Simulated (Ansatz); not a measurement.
## In in Ansatz: the effect of functional

In:

```
In
1.0
    -1.65735    1.65735    2.52222
     1.65735   -1.65735    2.52222
     1.65735    1.65735   -2.52222
In
1
Cartesian
  0.0000 0.0000 0.0000
```

The cell isn't the ideal one: volume scaled by 1.06.

Alike in all runs:

| Item | Value |
| --- | --- |
| Program | Ansatz 0.2.0 |
| Task | single point |
| Potentials or basis | Ansatz PAW |
| k mesh | 11 × 11 × 11 |
| Occupations | fermi-dirac, width 0.05 eV |
| Spin | no spin polarisation |

```csv
functional,cutoff,pressure (GPa)
LDA,420 eV (not typed: the program's choice for these potentials),?
r2SCAN,500 eV (not typed: the program's choice for these potentials),-1.9
PBE,420 eV (not typed: the program's choice for these potentials),-0.2
```

Problem. What does the run with functional LDA give?

Solution. Pressure -4.3 GPa.

Caveats: the PAW data sets come from PBE, with cores solved anew for the run's functional, which leaves a small shift of forces and pressure (some runs).
